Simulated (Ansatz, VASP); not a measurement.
## One calculation of Mg, two programs

```
Mg
1.0
    -1.83599    1.83599    1.67940
     1.83599   -1.83599    1.67940
     1.83599    1.83599   -1.67940
Mg
1
Direct
  0.00000 0.00000 0.00000
```

This isn't the form of Mg at room conditions, which is hcp.

Alike in both runs: task single point; functional PBE; k mesh 11 × 11 × 11; occupations gaussian, width 0.1 eV; no spin polarisation.

```csv
,VASP,Ansatz
version,VASP 6.6.1,Ansatz 0.2.0
potentials or method,"VASP PAW PBE potentials, release 64 (Mg), cutoff 520 eV","all-electron LAPW, scalar-relativistic"
```

Ansatz gave:

- gap on the k mesh at the Fermi level (eV): none
- pressure (GPa): 0.6
- largest component of the traceless stress (GPa): 0.24

Problem. What did VASP give for the same quantities?

Solution. gap on the k mesh at the Fermi level (eV): none; pressure (GPa): 0.4; largest component of the traceless stress (GPa): 0.24.

A gap of «none» marks a metal or a gap that the smearing closes. Ansatz ran all-electron here, so the differences hold the error of VASP's frozen core and of both bases.
